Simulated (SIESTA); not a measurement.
Runs of SIESTA 5.4.2 on AlN. It takes space group F-43m (No. 216, cubic). The conventional cell has a = 4.368 Å, b = 4.368 Å, c = 4.368 Å, α = 90.00°, β = 90.00°, γ = 90.00°. Around Al (site symmetry -43m) lie 4 N at 1.89 Å. N (site symmetry -43m) is surrounded by 4 Al at 1.89 Å. Measurements of this composition are mostly on another form, of space group No. 186.

```tsv
level	potentials or basis	gap on the mesh (eV)	pressure (GPa)
PBEsol	PseudoDojo 0.4 standard (PBEsol files), DZP (energy shift 0.002 Ry; radii capped at 9.5 bohr)	3.13	3.2
RPBE	PseudoDojo 0.4 standard (PBE files), DZP (energy shift 0.002 Ry; radii capped at 9.5 bohr)	(a)	7.1
PBE	PseudoDojo 0.4 standard (PBE files), DZ (energy shift 0.002 Ry; radii capped at 9.5 bohr)	3.32	(b)
PBE	PseudoDojo 0.4 standard (PBE files), DZP (energy shift 0.002 Ry; radii capped at 9.5 bohr)	(d)	6.3
PBE	PseudoDojo 0.4 standard (PBE files), SZ (energy shift 0.002 Ry; radii capped at 9.5 bohr)	3.99	22.3
PBE	PseudoDojo 0.4 standard (PBE files), TZP (energy shift 0.002 Ry; radii capped at 9.5 bohr)	3.29	(c)
```

Alike in all rows: task band structure; no spin polarisation; cell as given; k mesh 10 × 10 × 10; smearing fermi-dirac 0.05 eV; grid cutoff 800 Ry; energy shift 0.002 Ry.

Task: Fill in the values left out.

Result: (a) 3.30; (b) 13.9; (c) 6.1; (d) 3.25.

Caveats: the basis of atomic orbitals isn't converged, which shifts pressures, moduli and gaps; the basis has no polarisation orbitals (some runs); the potentials were made for another functional, which shifts forces and pressure (some runs); so large a pressure means that the cell lies far from this level's equilibrium, or that cutoff or potentials fall short (some runs).

